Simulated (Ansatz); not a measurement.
## Relaxing Gd in the diamond type

First guess:

```yaml
crystal:
  lattice:
    - [0.00000, 3.21951, 3.21951]
    - [3.21951, 0.00000, 3.21951]
    - [3.21951, 3.21951, 0.00000]
  atoms:
    - { symbol: Gd, position: [0.00000, 0.00000, 0.00000] }
    - { symbol: Gd, position: [0.25000, 0.25000, 0.25000] }
```

Method: DFT, PBE, PAW with Ansatz's default frozen-core files, scalar-relativistic in Ansatz 0.2.0.

Cell and atoms relax within the symmetry of the start on a 9×9×9 k mesh with 0.03 eV Fermi–Dirac smearing, from parallel moments.

The start is built from a prototype, known or not as a phase of this compound; the cutoff is 420 eV.

Semilocal functionals without a Hubbard term describe localised f shells poorly; where the shell is localised, the real material differs.

Spin–orbit coupling is left out, though it moves levels of the heavy atoms by tenths of an eV or more.

The magnetic state is the one reached from parallel moments; other orders may lie lower.

Task: What is the pressure of the first guess?

Result: 2.85 GPa.

Task: What does it relax to?

Result: a = 6.990 Å, b = 6.990 Å, c = 6.990 Å, α = 90.00°, β = 90.00°, γ = 90.00° (conventional cell), 42.69 Å³ per atom:
```
CELL_PARAMETERS angstrom
0.00000 3.49485 3.49485
3.49485 0.00000 3.49485
3.49485 3.49485 0.00000
ATOMIC_POSITIONS crystal
Gd 0.00000 0.00000 0.00000
Gd 0.25000 0.25000 0.25000
```

Task: How much energy does the relaxation release?

Result: 77 meV/atom.

Task: What moment does the relaxed primitive cell (2 atoms) carry?

Result: 15.35 μB.
